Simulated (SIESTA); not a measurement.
Crystal: Er.

```xyz
1
Lattice="-1.9779 1.9779 1.9779 1.9779 -1.9779 1.9779 1.9779 1.9779 -1.9779" Properties=species:S:1:pos:R:3 pbc="T T T"
Er    0.0000    0.0000    0.0000
```

This isn't the form of Er at room conditions, which is hcp.

```yaml
Program: SIESTA 5.4.2
Task: single point
Functional: PBE
Potentials_or_basis: PseudoDojo 3+ lanthanides (4f in the core) (PBE files)
Basis: DZP (energy shift 0.003 Ry; two zetas on semicore shells)
Grid_cutoff: 800 Ry
Energy_shift: 0.003 Ry
k_mesh: 9 × 9 × 9
Occupations: fermi-dirac, width 0.05 eV
Spin: collinear spin, ferromagnetic start
Starting_moments: "[3.0] μB"
```

On this cell: pressure -0.5 GPa; net moment 0.08 μB per cell; band gap on the k mesh none (metal or under the smearing width).

The same run follows on a disturbed copy (cell strained at random at fixed volume):

```xyz
1
Lattice="-2.0115 2.0174 2.0465 1.9654 -1.9478 1.9309 1.9865 1.9229 -1.9770" Properties=species:S:1:pos:R:3 pbc="T T T"
Er   -0.0279   -0.0107   -0.0199
```

Task: What does the disturbed cell give?

Result: The energy (extrapolated to zero smearing) moves by +4.0 meV/atom; pressure -0.5 GPa; net moment 0.00 μB per cell; band gap on the k mesh none (metal or under the smearing width).

Stress tensor (GPa, compression positive):
```
-0.55  0.31  0.54
 0.31 -0.63 -0.79
 0.54 -0.79 -0.43
```

Caveats: the magnetic or orbital state may not be the lowest; short orbitals over semicore shells can move pressures by several GPa; spin-orbit coupling is left out, which moves the levels of the heavy elements; the 4f electrons are frozen in the core as for a trivalent ion, so they carry no moment and show no levels; the basis of atomic orbitals isn't converged, which shifts pressures, moduli and gaps.
